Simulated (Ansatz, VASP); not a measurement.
# Pt: VASP beside Ansatz

INCAR

```
PREC = Accurate ; ENCUT = 520
EDIFF = 1E-7 ; ISMEAR = 0
SIGMA = 0.15 ; LREAL = False
LASPH = True ; NELM = 60
ALGO = Normal ; ISIF = 2
LWAVE = False ; LCHARG = False
GGA = PE ; NBANDS = 17
```

The input KPOINTS:

```
regular mesh
0
Gamma
  18 18 10
```

The input POSCAR:

```
Pt
1.0
    2.8551000000      0.0000000000      0.0000000000
   -1.4275500000      2.4725891303      0.0000000000
    0.0000000000      0.0000000000      4.7216000000
Pt
2
Direct
    0.6666666667      0.3333333333      0.7500000000
    0.3333333333      0.6666666667      0.2500000000
```

Input for Ansatz:

```yaml
crystal:
  lattice:
    - [2.8551, 0.0, 0.0]
    - [-1.42755, 2.4725891303, 0.0]
    - [0.0, 0.0, 4.7216]
  atoms:
    - { symbol: Pt, position: [0.6666666667, 0.3333333333, 0.75] }
    - { symbol: Pt, position: [0.3333333333, 0.6666666667, 0.25] }
basis:
  ecutwfc: 420
kpoints:
  mp_grid: { grid: [18, 18, 10] }
hamiltonian:
  xc: pbe
scf:
  occupations: { method: gaussian, width: 0.15 }
output:
  forces: true
  stress: true
  eigenvalues: true
```

Alike in both runs: task single point; functional PBE; k mesh 18 × 18 × 10; occupations gaussian, width 0.15 eV; no spin polarisation.

```csv
,VASP,Ansatz
version,VASP 6.6.1,Ansatz 0.2.0
potentials or method,"VASP PAW PBE potentials, release 64 (Pt)","scalar-relativistic, plane waves, PAW"
plane-wave cutoff (eV),520,420
valence electrons in the cell,20,36
```

Ansatz gave:

```
gap on the k mesh at the Fermi level (eV)       : none
pressure (GPa)                                  : -11.9
largest component of the traceless stress (GPa) : 3.94
```

**Question.** Estimate VASP's values.

**Answer.** gap on the k mesh at the Fermi level (eV): none; pressure (GPa): -12.3; largest component of the traceless stress (GPa): 3.85.

A gap of «none» marks a metal or a gap that the smearing closes. The two sets of potentials don't hold the same shells in valence.

The runs have no spin-orbit coupling, so splittings on Pt are missing.
